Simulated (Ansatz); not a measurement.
**Si and the effect of the functional**

It takes space group I4/mmm (No. 139, tetragonal). Conventional cell: a = 6.651 Å, b = 6.651 Å, c = 3.845 Å, α = 90.00°, β = 90.00°, γ = 90.00°. Si (site symmetry m2m) has 4 Si at 2.34 to 2.38 Å as nearest neighbours.

This isn't the form of Si at room conditions, which is diamond.

Kept alike: task equation of state; k mesh 8 × 8 × 8; occupations fermi-dirac, width 0.05 eV; no spin polarisation. Program: Ansatz, Ansatz PAW. Cutoffs run from 420 to 500 eV. The mesh is that of the run's cell of 4 atoms. No spin-orbit coupling.

| run | volume (Å³/atom) | bulk modulus (GPa) |
| --- | --- | --- |
| A | 20.802 | 88.9 |
| B | 21.280 | 89.4 |
| C | 21.177 | 86.3 |

Volume and modulus come from cells scaled at fixed shape and fractions; off cubic symmetry such a modulus can lie above the relaxed one. All rows use potentials made for PBE.

Question: The runs differ in the functional (and the cutoff that goes with it) alone: LDA; PBEsol; r2SCAN. Which run is which?

Answer: Run A is LDA; run B is r2SCAN; run C is PBEsol. The volume runs from 20.802 (LDA) to 21.280 Å³/atom (r2SCAN). The bulk modulus runs from 86.3 (PBEsol) to 89.4 GPa (r2SCAN).

The volume rises from LDA through PBEsol to r2SCAN, but the bulk modulus doesn't fall in step. From LDA to PBEsol the usual link holds, with longer bonds giving a softer lattice. r2SCAN breaks it, pairing the largest volume with the highest modulus, 89.4 GPa. LDA overbinds because it undervalues the energy gained when density gathers unevenly in bonds and atoms. Gradient corrections reduce that error and let the lattice expand. r2SCAN also uses the kinetic-energy density, which distinguishes covalent bonds from slowly varying, metal-like density. This probably gives a steeper energy curve around its minimum despite the larger cell.

The Si–Si distances are those of ordinary single bonds, so stretching of directional sp-hybrid bonds should dominate the resistance to compression. The modulus gap between LDA and r2SCAN is too slight to support a firm ranking of the two in stiffness, whereas their difference in volume is clearer. Equilibrium volumes and curvatures alone don't show how far this polymorph lies above diamond in energy.
